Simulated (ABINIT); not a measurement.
HfN:

```xyz
2
Lattice="0.0000 2.2560 2.2560 2.2560 0.0000 2.2560 2.2560 2.2560 0.0000" Properties=species:S:1:pos:R:3 pbc="T T T"
Hf    0.0000    0.0000    0.0000
N     2.2560    2.2560    2.2560
```

```yaml
Program: ABINIT 10.8.3 (patched build)
Task: relaxation of cell and atoms
Functional: LDA
Potentials_or_basis: PseudoDojo NC SR LDA v0.4.1 standard
Cutoff: 1143 eV
k_mesh: 8 × 8 × 8
Occupations: fermi-dirac, width 0.05 eV
Spin: no spin polarisation
```

At the start: pressure -12.1 GPa; volume 11.48 Å³/atom.

Question: How do energy, volume and symmetry change on relaxing?

Answer: Over 4 steps the energy falls by 18.9 meV/atom and the volume is 11.00 Å³/atom (-4.2 %); space group Fm-3m (No. 225, to 0.05 Å).

Step by step:
| step | energy change (eV) | largest force (eV/Å) | pressure (GPa) | volume (Å³) |
| --- | --- | --- | --- | --- |
| 1 | 0.0000 | 0.0000 | -12.11 | 22.96 |
| 2 | -0.0371 | 0.0000 | -1.69 | 22.12 |
| 3 | -0.0378 | 0.0000 | 0.10 | 22.00 |
| 4 | -0.0378 | 0.0000 | 0.00 | 22.00 |

Final structure:
```xyz
2
Lattice="0.0000 2.2241 2.2241 2.2241 0.0000 2.2241 2.2241 2.2241 0.0000" Properties=species:S:1:pos:R:3 pbc="T T T"
Hf    0.0000    0.0000    0.0000
N     2.2241    2.2241    2.2241
```
